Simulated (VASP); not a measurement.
Write the native input for VASP 6.6.1 that does the following.

* Task: single point
* Functional: PBEsol
* Potentials or basis: VASP PAW PBE potentials, release 64 (Mn_pv, O)
* Cutoff: 520 eV
* k mesh: 7 × 7 × 7
* Occupations: gaussian, width 0.05 eV
* Spin: no spin polarisation
* Hubbard terms: Mn d U = 5 eV
* Further INCAR settings: ALGO = Normal; EDIFF = 1e-06; NBANDS = 16

The structure of MnO lies in POSCAR:

```
MnO
1.0
    0.0000000000      2.4365134300      2.4365134300
    2.4365134300      0.0000000000      2.4365134300
    2.4365134300      2.4365134300      0.0000000000
Mn O
1 1
Direct
    0.0000000000      0.0000000000      0.0000000000
    0.2500000000      0.2500000000      0.2500000000
```

Measurements of this composition are mostly on another form, of space group No. 225.

These files were run (other wordings do the same):

INCAR

```
SYSTEM = MnO
  PREC = Accurate
  ENCUT = 520
  EDIFF = 1E-6
  ISMEAR = 0
  SIGMA = 0.05
  LREAL = .False.
  LASPH = .True.
  NELM = 150
  ALGO = Normal
  ISIF = 2
  LWAVE = .False.
  LCHARG = .False.
  LMAXMIX = 4
  LDAU = .True.
  LDAUTYPE = 2
  LDAUL = 2 -1
  LDAUU = 5 0
  LDAUJ = 0 0
  LDAUPRINT = 1
  GGA = PS
  NBANDS = 16
```

KPOINTS

```
regular mesh
0
Gamma
  7 7 7
  0 0 0
```

Potentials or basis: VASP PAW PBE potentials, release 64 (Mn_pv, O).

Run with:

```sh
$ cat potpaw_PBE.64/Mn_pv/POTCAR potpaw_PBE.64/O/POTCAR > POTCAR
$ mpirun -np 1 vasp_std > vasp.out
```

Results of the run:

* Pressure: -31.1 GPa
* Band gap on the k mesh: none (metal or under the smearing width)

Caveat: a pressure of tens of GPa on the cell as given is suspect, and the run, the potentials or the cell itself is likely at fault; the PAW data sets were made with another functional, which shifts forces and pressure a little; an odd number of electrons without spin polarisation forces a metal; a magnetic or distorted state may lie lower; the run has no spin polarisation, though such a crystal can be magnetic; U without spin polarisation on a metal has little footing.

Run time: 22 s on 1 thread of AMD EPYC 7R43 64-Core Processor (Zen 3), on a shared host, peak memory 0.12 GiB.
